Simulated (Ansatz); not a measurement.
# Sb (Fm-3m) in Ansatz: notebook

One crystal, Sb, is run at these levels: LDA; tasks: single point, equation of state.

Everything below comes from runs of Ansatz 0.2.0. Logs are shortened: lines on timing, memory, paths and dates and some standing lists are left out, and cuts for length are marked.

### 1 Starting point

Symmetry: Fm-3m, No. 225, cubic system. The conventional cell has a = 4.742 Å, b = 4.742 Å, c = 4.742 Å, α = 90.00°, β = 90.00°, γ = 90.00°. Around Sb (site symmetry m-3m) lie 12 Sb at 3.35 Å.

This isn't the form of Sb at room conditions, which is rhombohedral.

### 2 Single point, LDA, 25.07 Å³/atom (volume scaled by 0.94)

input.yaml

```yaml
crystal:
  lattice:
    - [0.0, 2.3228362346, 2.3228362346]
    - [2.3228362346, 0.0, 2.3228362346]
    - [2.3228362346, 2.3228362346, 0.0]
  atoms:
    - { symbol: Sb, position: [0.0, 0.0, 0.0] }
kpoints:
  mp_grid: { grid: [10, 10, 10] }
scf:
  occupations: { method: fermi_dirac, width: 0.05 }
hamiltonian:
  xc: lda
  pseudopotentials: { kind: all_electron, lapw: { basis_error: 0.001 } }
output:
  forces: true
  stress: true
  eigenvalues: true
```

Potentials or basis: all-electron LAPW, scalar-relativistic.

On the command line:

```sh
> ansatz run input.yaml --threads 1 --pin off --max-ram 3072MiB --backend cpu --events-out ev --progress --plain --runs-dir out
```

The program printed:

```text
Warning: RAYON_NUM_THREADS=1 ignored (pool sized by the plan → 1); use --threads N
LAPW: plane waves up to 6.596 Å⁻¹, error target 1.0e-3 eV per atom; small_component_spin mean_spin; Sb in spheres of 1.642 Å, 23 of its electrons in bands, Dirac shells [] (how accurate: hamiltonian.pseudopotentials.lapw.basis_error, Limitations)
Engine: ansatz 0.2.0, x86_64-unknown-linux-gnu
Pseudopotentials: kind: all_electron
Pseudopotential: Sb, LAPW, valence charge 23, lapw/all_electron/scalar/gaussian/Sb, Koelling and Harmon's equation, gaussian nucleus
Functional definition: SPW92
  exchange = slater_x
  correlation = pw_c
Crystal: 1 atoms, lattice volume = 25.066 Å³
Basis set: ecut = 165.75285182706173 eV, 113 PW (Γ), exchange–correlation at level 2
Bands: 16, of which v1, the nominal top of the filled ones, is band 12 counted from 1 (11 counted from 0)
Symmetry: 48 space group operations
Space group: Fm-3m (ITA 225), of the structure as read, at distance tolerance 2.9e-5 Å
k-points: 47 of 1000
Non-local potential: Sb, projectors of the file, none
Initial density: superposition of atomic densities (chi_scale 0.1, normalization cell)
Initial wavefunctions: plane waves of lowest kinetic energy (no species holds an atomic orbital)
Functional: x = slater, c = lda
iter 1 solved again at ethr=1.05e-5 eV; its pass at ethr=1.00e-1 eV (dr2=2.40e-3 eV) is discarded
SCF iter   1: F=—  HF=-176219.410700 eV  |F-HF|=—  |Δ(HF+E_count)|=         —  Δρ=4.03e-3  dr2=2.46e-3  ethr=1.05e-5  ⟨swp⟩=4.1  Hψ=5563  notcnv=0
preconditioner: auto → none  [metal: Δε(μ)=0.102 eV  Ē_g=13.078 eV  σ=0.050 eV  W_gap=0.41  n_scr=8 (ndim 8)  ℏωp=16.6 eV  f_vac=0.000  D(μ)=0.83/eV (n_scr^D=8)  sad-step TF]
SCF iter   2: F=—  HF=-176219.400577 eV  |F-HF|=—  |Δ(HF+E_count)|=   1.01e-2  Δρ=2.33e-3  dr2=1.05e-3  ethr=1.05e-5  ⟨swp⟩=2.0  Hψ=2105  notcnv=0
SCF iter   3: F=—  HF=-176219.399492 eV  |F-HF|=—  |Δ(HF+E_count)|=   1.08e-3  Δρ=7.52e-4  dr2=1.20e-4  ethr=4.56e-6  ⟨swp⟩=2.0  Hψ=2105  notcnv=0
iter 4 solved again at ethr=2.92e-8 eV; its pass at ethr=5.24e-7 eV (dr2=6.71e-6 eV) is discarded
SCF iter   4: F=—  HF=-176219.399442 eV  |F-HF|=—  |Δ(HF+E_count)|=   5.03e-5  Δρ=1.66e-4  dr2=6.70e-6  ethr=2.92e-8  ⟨swp⟩=2.0  Hψ=3585  notcnv=0
SCF iter   5: F=-176219.399443 eV  HF=-176219.399443 eV  |F-HF|=1.04e-8  |Δ(HF+E_count)|=   6.18e-7  Δρ=8.84e-6  dr2=1.71e-8  ethr=2.91e-8  ⟨swp⟩=2.0  Hψ=2105  notcnv=0
SCF 1 converged in 5 iterations: F = -176219.399443 eV  dr2 = 1.71e-8
SCF converged after 5 iterations
Free energy (F): -176219.399443 eV
Harris-Foulkes:  -176219.399443 eV  (|F-HF|=1.04e-8)
Internal energy: -176219.392746 eV  (E = F + TS)
E sigma→0 (E₀):  -176219.396094 eV
Entropy (-TS):   -0.006697 eV (-6.697 meV/atom)
Fermi energy:    15.682059 eV
--- Per-component energies (eV) ---
  E_band       = -828.586150
  E_kinetic    = 185666.636984
  E_xc         = -4493.851041
  E_electrostatic = -357392.178688  (all electrons and nuclei)
  E_smearing   = -0.006697  (= −TS)
  E_closure    = 0.000000  (closes the sum)
  E_atoms      = -176214.878511  (free atoms, spherical and without spin; not in F)
  Σ components = -176219.399443   (vs F -176219.399443, Δ=0.00e0)
  Basis errors (estimates in eV, not in F): energy 2.0e-4 per atom: plane waves 2.0e-4 (9.9e-5 summed), levels above the bands 1.9e-87, relativity 1.6e-9, radial functions 3.8e-6, core shells 5.1e-11; eigenvalues (radial functions only) 2.0e-4; not estimated: angular momenta, meshes, grids; target (lapw.basis_error) 1.0e-3; muffin-tin radii Sb 1.642 Å
--- Forces (eV/Å), atoms counted from 1 ---
  atom   1  Sb     0.00000000    -0.00000000    -0.00000000
  max |Σ_I F_I| component: 1.73e-31 eV/Å
--- Stress (GPa, compression-positive) ---
        1.719479      -0.000000      -0.000000
       -0.000000       1.719479       0.000000
       -0.000000       0.000000       1.719479
  P = ⅓ Tr σ = 1.7195 GPa (17.195 kbar)
--- Band table (eV; the first three rows and the last of 47) ---
  k-point 0: bands = ["-128.2771", "-81.4027", "-81.4027", "-81.4027", "-13.4955", "-13.4955", "-13.4955", "-13.4442", "-13.4442", "2.1760", "21.4631", "21.4631", "21.4631", "25.9915", "26.6411", "26.6411"]
  k-point 1: bands = ["-128.2770", "-81.4029", "-81.4027", "-81.4027", "-13.4944", "-13.4903", "-13.4903", "-13.4439", "-13.4439", "2.3870", "19.6370", "21.1906", "21.1906", "25.0076", "27.1166", "27.1166"]
  k-point 2: bands = ["-128.2770", "-81.4034", "-81.4028", "-81.4028", "-13.4916", "-13.4822", "-13.4822", "-13.4374", "-13.4374", "3.0167", "16.4756", "20.6268", "20.6268", "24.5496", "27.4524", "27.4524"]
  k-point 46: bands = ["-128.2769", "-81.4044", "-81.4040", "-81.4036", "-13.4906", "-13.4809", "-13.4386", "-13.4183", "-13.3791", "8.3331", "11.6526", "13.0997", "14.1905", "24.6560", "25.3570", "29.1064"]
```

It took 2.8 s on 1 thread of AMD EPYC 7R43 (Zen 3), shared host; peak memory 0.27 GiB.

What came out:

- Free energy: -176219.3994 eV
- Pressure: 1.7 GPa
- Band gap on the k mesh: none (metal or under the smearing width)

### 3 Single point, LDA, 25.60 Å³/atom (volume scaled by 0.96)

input.yaml: that of step 2 with these lines changed.

```diff
@@ -2,5 +2,5 @@
   lattice:
-    - [0.0, 2.3228362346, 2.3228362346]
-    - [2.3228362346, 0.0, 2.3228362346]
-    - [2.3228362346, 2.3228362346, 0.0]
+    - [0.0, 2.3391947752, 2.3391947752]
+    - [2.3391947752, 0.0, 2.3391947752]
+    - [2.3391947752, 2.3391947752, 0.0]
   atoms:
```

Potentials or basis: all-electron LAPW, scalar-relativistic.

On the command line:

```sh
> ansatz run input.yaml --threads 1 --pin off --max-ram 3072MiB --backend cpu --events-out ev --progress --plain --runs-dir out
```

Wall time 2.8 s (1 thread of AMD EPYC 7R43 (Zen 3), shared host); peak memory 0.27 GiB.

The run converged. Its results:

* Free energy: -176219.4027 eV
* Pressure: 0.3 GPa
* Band gap on the k mesh: none (metal or under the smearing width)

### 4 Single point, LDA, 26.13 Å³/atom (volume scaled by 0.98)

input.yaml: that of step 3 with these lines changed.

```diff
@@ -2,5 +2,5 @@
   lattice:
-    - [0.0, 2.3391947752, 2.3391947752]
-    - [2.3391947752, 0.0, 2.3391947752]
-    - [2.3391947752, 2.3391947752, 0.0]
+    - [0.0, 2.3553276627, 2.3553276627]
+    - [2.3553276627, 0.0, 2.3553276627]
+    - [2.3553276627, 2.3553276627, 0.0]
   atoms:
```

On the command line:

```sh
> ansatz run input.yaml --threads 1 --pin off --max-ram 3072MiB --backend cpu --events-out ev --progress --plain --runs-dir out
```

Wall time 4 s (1 thread of AMD EPYC 7R43 (Zen 3), shared host); peak memory 0.27 GiB.

The run converged. Its results:

| Property | Result |
| --- | --- |
| Free energy | -176219.4013 eV |
| Pressure | -1.1 GPa |
| Band gap on the k mesh | none (metal or under the smearing width) |

### 5 Single point, LDA, 26.67 Å³/atom

input.yaml: that of step 4 with these lines changed.

```diff
@@ -2,5 +2,5 @@
   lattice:
-    - [0.0, 2.3553276627, 2.3553276627]
-    - [2.3553276627, 0.0, 2.3553276627]
-    - [2.3553276627, 2.3553276627, 0.0]
+    - [0.0, 2.3712425216, 2.3712425216]
+    - [2.3712425216, 0.0, 2.3712425216]
+    - [2.3712425216, 2.3712425216, 0.0]
   atoms:
```

On the command line:

```sh
> ansatz run input.yaml --threads 1 --pin off --max-ram 3072MiB --backend cpu --events-out ev --progress --plain --runs-dir out
```

Run time: 3.5 s. Hardware: 1 thread of AMD EPYC 7R43 (Zen 3), shared host; peak memory 0.27 GiB.

The run converged. Its results:

- Free energy: -176219.3956 eV
- Pressure: -2.3 GPa
- Band gap on the k mesh: none (metal or under the smearing width)

### 6 Single point, LDA, 27.20 Å³/atom (volume scaled by 1.02)

input.yaml: that of step 5 with these lines changed.

```diff
@@ -2,5 +2,5 @@
   lattice:
-    - [0.0, 2.3712425216, 2.3712425216]
-    - [2.3712425216, 0.0, 2.3712425216]
-    - [2.3712425216, 2.3712425216, 0.0]
+    - [0.0, 2.3869465721, 2.3869465721]
+    - [2.3869465721, 0.0, 2.3869465721]
+    - [2.3869465721, 2.3869465721, 0.0]
   atoms:
```

Potentials or basis: all-electron LAPW, scalar-relativistic.

On the command line:

```sh
> ansatz run input.yaml --threads 1 --pin off --max-ram 3072MiB --backend cpu --events-out ev --progress --plain --runs-dir out
```

Wall time 3.1 s (1 thread of AMD EPYC 7R43 (Zen 3), shared host); peak memory 0.26 GiB.

It converged, with:

```yaml
Free_energy: -176219.3862 eV
Pressure: -3.4 GPa
Band_gap_on_the_k_mesh: none (metal or under the smearing width)
```

### 7 Single point, LDA, 27.73 Å³/atom (volume scaled by 1.04)

input.yaml: that of step 6 with these lines changed.

```diff
@@ -2,5 +2,5 @@
   lattice:
-    - [0.0, 2.3869465721, 2.3869465721]
-    - [2.3869465721, 0.0, 2.3869465721]
-    - [2.3869465721, 2.3869465721, 0.0]
+    - [0.0, 2.4024466595, 2.4024466595]
+    - [2.4024466595, 0.0, 2.4024466595]
+    - [2.4024466595, 2.4024466595, 0.0]
   atoms:
```

On the command line:

```sh
> ansatz run input.yaml --threads 1 --pin off --max-ram 3072MiB --backend cpu --events-out ev --progress --plain --runs-dir out
```

Wall time 3.1 s (1 thread of AMD EPYC 7R43 (Zen 3), shared host); peak memory 0.26 GiB.

Results (log left out):

* Free energy: -176219.3731 eV
* Pressure: -4.4 GPa
* Band gap on the k mesh: none (metal or under the smearing width)

### 8 Single point, LDA, 28.27 Å³/atom (volume scaled by 1.06)

input.yaml: that of step 7 with these lines changed.

```diff
@@ -2,5 +2,5 @@
   lattice:
-    - [0.0, 2.4024466595, 2.4024466595]
-    - [2.4024466595, 0.0, 2.4024466595]
-    - [2.4024466595, 2.4024466595, 0.0]
+    - [0.0, 2.4177492801, 2.4177492801]
+    - [2.4177492801, 0.0, 2.4177492801]
+    - [2.4177492801, 2.4177492801, 0.0]
   atoms:
```

On the command line:

```sh
> ansatz run input.yaml --threads 1 --pin off --max-ram 3072MiB --backend cpu --events-out ev --progress --plain --runs-dir out
```

Run time: 3.1 s. Hardware: 1 thread of AMD EPYC 7R43 (Zen 3), shared host; peak memory 0.26 GiB.

The run converged. Its results:

```
Free energy            : -176219.3567 eV
Pressure               : -5.4 GPa
Band gap on the k mesh : none (metal or under the smearing width)
```

### 9 Equation of state, LDA

Potentials or basis: all-electron LAPW, scalar-relativistic.

No new run: the results of the series are fitted here.

What came out:

* Equilibrium volume: 25.70 Å³/atom
* Bulk modulus: 65 GPa
* Pressure derivative of the bulk modulus: 3.0

Energy against volume, from the lowest point:
| volume (Å³/atom) | energy (meV/atom) |
| --- | --- |
| 25.066 | 3.22 |
| 25.599 | 0.00 |
| 26.133 | 1.40 |
| 26.666 | 7.02 |
| 27.199 | 16.49 |
| 27.733 | 29.60 |
| 28.266 | 45.96 |

The run has no spin-orbit coupling, so splittings on Sb are missing.
